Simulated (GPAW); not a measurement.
# AlAu (Pm-3m) in GPAW: band structure with PBEsol

Aim: the band structure of AlAu with PBEsol.

Everything below comes from runs of GPAW 26.7.0. Logs are shortened: lines on timing, memory, paths and dates and some standing lists are left out, and cuts for length are marked. The log counts tension as positive stress, the text compression.

### Step 1. The structure

It takes space group Pm-3m (No. 221, cubic). The conventional cell has a = 3.224 Å, b = 3.224 Å, c = 3.224 Å, α = 90.00°, β = 90.00°, γ = 90.00°. Au (site symmetry m-3m) is surrounded by 8 Al at 2.79 Å. Al (site symmetry m-3m) is surrounded by 8 Au at 2.79 Å.

The cell comes from a database or a generator and needn't be the stable form of this composition.

### Step 2. Band structure, PBEsol

File run.py:

```python
from ase import Atoms
from ase.dft.bandgap import bandgap
from ase.io import write
from ase.units import GPa
from gpaw import GPAW, PW, setup_paths

setup_paths.insert(0, '.')

atoms = Atoms(['Au', 'Al'],
              cell=[[3.223942, 0.0, 0.0],
                    [0.0, 3.223942, 0.0],
                    [0.0, 0.0, 3.223942]],
              scaled_positions=[[0.5, 0.5, 0.5],
                                [0.0, 0.0, 0.0]],
              pbc=True)

calc = GPAW(mode=PW(600),
            xc='PBEsol',
            kpts={'size': (8, 8, 8), 'gamma': True},
            occupations={'name': 'fermi-dirac', 'width': 0.05},
            nbands=17,
            convergence={'density': 1e-05, 'energy': 1e-05},
            maxiter=150,
            txt='gpaw.txt')
atoms.calc = calc
energy = atoms.get_potential_energy()
forces = atoms.get_forces()
stress = atoms.get_stress()
calc.write('gs.gpw')
write('result.traj', atoms)
print(f'Energy: {energy:.6f} eV')
print('Forces (eV/A):')
print(forces.round(4))
print('Stress (GPa):', (stress / GPa).round(3))
print('Fermi level:', round(calc.get_fermi_level(), 4), 'eV')
print(f'Gap: {bandgap(calc)[0]:.4f} eV, direct: {bandgap(calc, direct=True)[0]:.4f} eV')

path = atoms.cell.bandpath('GXMGRX,MR', npoints=80, eps=1e-4)
bs_calc = calc.fixed_density(kpts=path, symmetry='off', nbands=27,
                             convergence={'bands': 'CBM+6.0', 'eigenstates': 1e-6}, txt='bands.txt')
bs = bs_calc.band_structure()
bs.write('bs.json')
print(f'Gap on the path: {bandgap(bs_calc)[0]:.4f} eV')
```

Potentials or basis: PAW data sets generated in the run's folder for this functional, pw.

Started as:

```bash
$ gpaw-setup -f PBEsol Al Au
$ OMP_NUM_THREADS=1 python run.py
```

gpaw.txt:

```text
__  _  _
 | _ |_)|_||  |
 |__||  | ||/\| - 26.7.0

Input parameters:
  mode=PW(ecut=600.0),
  convergence={'density': 1e-05, 'energy': 1e-05},
  kpts=MonkhorstPack(size=(8, 8, 8), gamma=True),
  maxiter=150,
  nbands=17,
  occupations=Occupations(name='fermi-dirac', width=0.05),
  xc=XC(name='PBEsol')

Diagonalizing LCAO Hamiltonian
Converting LCAO to pw mode
   .-------.
  /|       |
 * |       |
 | |  Au   |
 | .-------.
 |/       /
 Al------*

Atoms  # Å, Bohr magnetons
|   | symbol |        x |        y |        z |    initial magnetic moments |
|---|--------|----------|----------|----------|-----------------------------|
| 0 |     Au | 1.611971 | 1.611971 | 1.611971 | ( 0.0000,  0.0000,  0.0000) |
| 1 |     Al | 0.000000 | 0.000000 | 0.000000 | ( 0.0000,  0.0000,  0.0000) |

Unit cell  # Å
| periodic |        x |        y |        z |  lengths |    angles |
|----------|----------|----------|----------|----------|-----------|
|      yes | 3.223942 | 0.000000 | 0.000000 | 3.223942 | 90.000000 |
|      yes | 0.000000 | 3.223942 | 0.000000 | 3.223942 | 90.000000 |
|      yes | 0.000000 | 0.000000 | 3.223942 | 3.223942 | 90.000000 |

Number of symmetries: 48
Symmetry operations  # r_c * U_cc + t_c -> r_c
|    | kind |            matrix            |
|----|------|------------------------------|
|  0 |  E   |  1, 0, 0,  0, 1, 0,  0, 0, 1 |
|  1 |  σ   |  1, 0, 0,  0, 1, 0,  0, 0,-1 |
|  2 |  σ   |  1, 0, 0,  0, 0, 1,  0, 1, 0 |
|  3 |  C4  |  1, 0, 0,  0, 0, 1,  0,-1, 0 |
|  4 |  C4  |  1, 0, 0,  0, 0,-1,  0, 1, 0 |
|  5 |  σ   |  1, 0, 0,  0, 0,-1,  0,-1, 0 |
|  6 |  σ   |  1, 0, 0,  0,-1, 0,  0, 0, 1 |
|  7 |  C2  |  1, 0, 0,  0,-1, 0,  0, 0,-1 |
|  8 |  σ   |  0, 1, 0,  1, 0, 0,  0, 0, 1 |
|  9 |  C2  |  0, 1, 0,  1, 0, 0,  0, 0,-1 |
| 10 |  C3  |  0, 1, 0,  0, 0, 1,  1, 0, 0 |
| 11 |  S6  |  0, 1, 0,  0, 0, 1, -1, 0, 0 |
| 12 |  S6  |  0, 1, 0,  0, 0,-1,  1, 0, 0 |
| 13 |  C3  |  0, 1, 0,  0, 0,-1, -1, 0, 0 |
| 14 |  C4  |  0, 1, 0, -1, 0, 0,  0, 0, 1 |
| 15 |  S4  |  0, 1, 0, -1, 0, 0,  0, 0,-1 |
| 16 |  C3  |  0, 0, 1,  1, 0, 0,  0, 1, 0 |
| 17 |  S6  |  0, 0, 1,  1, 0, 0,  0,-1, 0 |
| 18 |  σ   |  0, 0, 1,  0, 1, 0,  1, 0, 0 |
| 19 |  C4  |  0, 0, 1,  0, 1, 0, -1, 0, 0 |
| 20 |  C2  |  0, 0, 1,  0,-1, 0,  1, 0, 0 |
| 21 |  S4  |  0, 0, 1,  0,-1, 0, -1, 0, 0 |
| 22 |  S6  |  0, 0, 1, -1, 0, 0,  0, 1, 0 |
| 23 |  C3  |  0, 0, 1, -1, 0, 0,  0,-1, 0 |
| 24 |  S6  |  0, 0,-1,  1, 0, 0,  0, 1, 0 |
| 25 |  C3  |  0, 0,-1,  1, 0, 0,  0,-1, 0 |
| 26 |  C4  |  0, 0,-1,  0, 1, 0,  1, 0, 0 |
| 27 |  σ   |  0, 0,-1,  0, 1, 0, -1, 0, 0 |
| 28 |  S4  |  0, 0,-1,  0,-1, 0,  1, 0, 0 |
| 29 |  C2  |  0, 0,-1,  0,-1, 0, -1, 0, 0 |
| 30 |  C3  |  0, 0,-1, -1, 0, 0,  0, 1, 0 |
| 31 |  S6  |  0, 0,-1, -1, 0, 0,  0,-1, 0 |
| 32 |  C4  |  0,-1, 0,  1, 0, 0,  0, 0, 1 |
| 33 |  S4  |  0,-1, 0,  1, 0, 0,  0, 0,-1 |
| 34 |  S6  |  0,-1, 0,  0, 0, 1,  1, 0, 0 |
| 35 |  C3  |  0,-1, 0,  0, 0, 1, -1, 0, 0 |
| 36 |  C3  |  0,-1, 0,  0, 0,-1,  1, 0, 0 |
| 37 |  S6  |  0,-1, 0,  0, 0,-1, -1, 0, 0 |
| 38 |  σ   |  0,-1, 0, -1, 0, 0,  0, 0, 1 |
| 39 |  C2  |  0,-1, 0, -1, 0, 0,  0, 0,-1 |
| 40 |  σ   | -1, 0, 0,  0, 1, 0,  0, 0, 1 |
| 41 |  C2  | -1, 0, 0,  0, 1, 0,  0, 0,-1 |
| 42 |  C2  | -1, 0, 0,  0, 0, 1,  0, 1, 0 |
| 43 |  S4  | -1, 0, 0,  0, 0, 1,  0,-1, 0 |
| 44 |  S4  | -1, 0, 0,  0, 0,-1,  0, 1, 0 |
| 45 |  C2  | -1, 0, 0,  0, 0,-1,  0,-1, 0 |
| 46 |  C2  | -1, 0, 0,  0,-1, 0,  0, 0, 1 |
| 47 |  i   | -1, 0, 0,  0,-1, 0,  0, 0,-1 |

BZ-sampling:
  Number of BZ points: 512
  Number of IBZ points: 35

  Monkhorst-Pack size: [8, 8, 8]
  Monkhorst-Pack shift: [0.0625, 0.0625, 0.0625]

K-points  # in reciprocal-cell coordinates
|     |                                coordinates |     weight |
|-----|--------------------------------------------|------------|
|   0 | (  0.00000000,   0.00000000,   0.00000000) | 0.00195312 |
|   1 | (  0.12500000,   0.00000000,   0.00000000) | 0.01171875 |
|   2 | (  0.12500000,   0.12500000,   0.00000000) | 0.02343750 |
|   3 | (  0.12500000,   0.12500000,   0.12500000) | 0.01562500 |
|   4 | (  0.25000000,   0.00000000,   0.00000000) | 0.01171875 |
|   5 | (  0.25000000,   0.12500000,   0.00000000) | 0.04687500 |
|   6 | (  0.25000000,   0.12500000,   0.12500000) | 0.04687500 |
|   7 | (  0.25000000,   0.25000000,   0.00000000) | 0.02343750 |
|   8 | (  0.25000000,   0.25000000,   0.12500000) | 0.04687500 |
|   9 | (  0.25000000,   0.25000000,   0.25000000) | 0.01562500 |
| ... |                                            |            |
|  34 | (  0.50000000,   0.50000000,   0.50000000) | 0.00195312 |

Plane wave coefficients: 1141
Cutoff: 600.0 eV

Spin-components: 1 (collinear spins)
Bands:           17
Projectors:      11
Spin-degeneracy: 2
Datatype:        complex128

Parallelization:
  kpt:    1
  domain: 1
  band:   1

Density:
  Valence electrons: 14.0
  Components: 1
  Grid points: [20 20 20]
  Charge: 0.0  # |e|

Potential:
  Grid points: [20 20 20]

species:
  Au:
    name:    Gold
    Z:       79.0
    valence: 11
    core:    68
    charge:  0.0  # [|e|]
    compensation charges:
      type: gauss
      rc: 0.42  # [Å]
      lmax: 2
    cutoffs:
      filter: 2.33  # [Å]
      core: 2.81  # [Å]
    projectors
    | kind |    occ | energy [eV] | rcut [Å] |
    |------|--------|-------------|----------|
    |   6s |  1.000 |      -5.766 |    1.323 |
    |   6p |  0.000 |      -0.708 |    1.323 |
    |   5d | 10.000 |      -6.915 |    1.323 |
    |    s |        |      21.446 |    1.323 |
    |    p |        |      26.504 |    1.323 |
    |    d |        |      20.296 |    1.323 |

    Using partial waves for Au as LCAO basis

  Al:
    name:    Aluminium
    Z:       13.0
    valence: 3
    core:    10
    charge:  0.0  # [|e|]
    compensation charges:
      type: gauss
      rc: 0.34  # [Å]
      lmax: 2
    cutoffs:
      filter: 1.91  # [Å]
      core: 2.36  # [Å]
    projectors
    | kind |    occ | energy [eV] | rcut [Å] |
    |------|--------|-------------|----------|
    |   3s |  2.000 |      -7.715 |    1.085 |
    |   3p |  1.000 |      -2.689 |    1.085 |
    |    s |        |      19.497 |    1.085 |
    |    p |        |      24.522 |    1.085 |
    |    d |        |       0.000 |    1.085 |

    Using partial waves for Al as LCAO basis

Reference energy: -523045.783449  # eV

eigensolver:
  PPCG
  Converge bands: occupied
  niter=2

density mixing:
  MSR1-Mixer
  Pratt-step length: 0.05
  Maximum mixing coefficient: 0.75
  Old densities: 10
  SVD Regularization: 0.005
  Good broyden scale: 1.0
  Trust region scale: 1.0
  Backstep threshold: 4.0
  History deletion threshold: 6.0
  Fourier metric: weight=20.0, sigma=0.015

occupation numbers:
  Fermi-Dirac:
    width: 0.0500  # eV

poisson solver:
  ecut: 4800.0  # eV

xc functional:
  name: PBEsol with 2 nearest neighbor stencil

convergence criteria:
- Maximum integral of absolute [dens]ity change: 1e-05 electrons / valence electron
- Maximum [total energy] change in last 3 cyles: 1e-05 eV / valence electron
- Maximum integral of absolute [eigenst]ate change: 4e-08 eV^2 / valence electron
maximum number of iterations: 150

SCF iterations
|iter     | |      energy | eigst |  dens |
|---------|-|-------------|-------|-------|
|iter:   1| |   -9.505892 | +0.24 |       |
|iter:   2| |   -9.217646 | -2.38 | -0.86 |
|iter:   3| |   -8.501178 | -1.54 | -0.93 |
|iter:   4| |   -8.476267 | -3.34 | -1.54 |
|iter:   5| |   -8.471091 | -3.86 | -1.92 |
|iter:   6| |   -8.470949 | -5.00 | -2.68 |
|iter:   7| |   -8.470952 | -5.87 | -3.32 |
|iter:   8| |   -8.470952c| -8.13c| -4.21 |
|iter:   9| |   -8.470952c| -7.46c| -4.57 |
|iter:  10| |   -8.470952c| -8.26c| -5.63c|

Converged in 10 steps
Energy contributions relative to reference atoms: (reference = -523045.783449)

Energy contributions:
  Kinetic:         -15.916251
  Coulomb:          14.627847
  Zero:              0.190513
  External:          0.000000
  Xc:               -7.369531
  Entropy:          -0.007058
  Spinorbit:         0.000000
  ----------------------------
  Free energy:      -8.474481
  Extrapolated:     -8.470952

dipole moment: (-5.529813, -5.529813, -5.529813)  # |e|*Ang

Fermi level: 9.311
Eigenvalues  # (at kpt = [0.000, 0.000, 0.000])
| band index |      eig [eV] | occ [0-2] |
|------------|---------------|-----------|
|          0 |        -2.027 |     2.000 |
|          1 |         2.696 |     2.000 |
|          2 |         2.696 |     2.000 |
|          3 |         4.590 |     2.000 |
|          4 |         4.590 |     2.000 |
|          5 |         4.590 |     2.000 |
|          6 |        12.179 |     0.000 |
|          7 |        12.179 |     0.000 |
|          8 |        12.179 |     0.000 |
|          9 |        15.956 |     0.000 |
|         10 |        16.684 |     0.000 |
|         11 |        16.684 |     0.000 |
|         12 |        26.466 |     0.000 |
|         13 |        26.466 |     0.000 |
|        ... |               |           |
|         16 |        27.913 |     0.000 |

No gap
No difference between direct/indirect transitions

Forces  # eV/Ang
|       x |       y |       z |
|---------|---------|---------|
| 0.00000 | 0.00000 | 0.00000 |  # Au   0
| 0.00000 | 0.00000 | 0.00000 |  # Al   1

Stress tensor  # eV/Ang^3
|        x |        y |        z |
|----------|----------|----------|
| 0.028314 | 0.000000 | 0.000000 |
| 0.000000 | 0.028314 | 0.000000 |
| 0.000000 | 0.000000 | 0.028314 |

# Writing to gs.gpw (mode='')
```

Wall time 31 s (1 thread of Arm Neoverse V1, shared host); peak memory 0.22 GiB.

Results:

```
Free energy             : -8.4745 eV
Pressure                : -4.5 GPa
Band gap along the path : none (metal or under the smearing width)
```

Levels at the corners of the path, in eV from the Fermi level:
```tsv
point	band 3	band 4	band 5	band 6	band 7	band 8	band 9	band 10	band 11	band 12
Γ	-6.62	-4.72	-4.72	-4.72	2.87	2.87	2.87	6.64	7.37	7.37
X	-6.27	-5.60	-5.60	-4.61	-3.32	5.93	7.35	7.35	7.89	7.89
M	-5.38	-5.38	-3.90	-3.49	-3.49	-1.27	0.69	7.30	11.07	11.07
Γ	-6.62	-4.72	-4.72	-4.72	2.87	2.87	2.87	6.64	7.37	7.37
R	-7.13	-3.86	-3.86	-0.37	0.89	0.89	0.89	2.16	3.56	3.56
X	-6.27	-5.60	-5.60	-4.61	-3.32	5.93	7.35	7.35	7.89	7.89
M	-5.38	-5.38	-3.90	-3.49	-3.49	-1.27	0.69	7.30	11.07	11.07
R	-7.13	-3.86	-3.86	-0.37	0.89	0.89	0.89	2.16	3.56	3.56
```

Caveat: with this Au data set, volumes or pressures lay over 1.5 % or 2 GPa off other programs in two to four cells of ten; spin-orbit coupling is left out, which moves the levels of the heavy elements.

### Step 3. For comparison

An earlier run on the cell as given: functional PBEsol; potentials or basis PAW data sets generated in the run's folder for this functional; cutoff 600 eV; basis pw; k mesh 8 × 8 × 8; occupations fermi-dirac, width 0.05 eV; no spin polarisation.

- Pressure: -4.5 GPa
- Band gap on the k mesh: none (metal or under the smearing width)
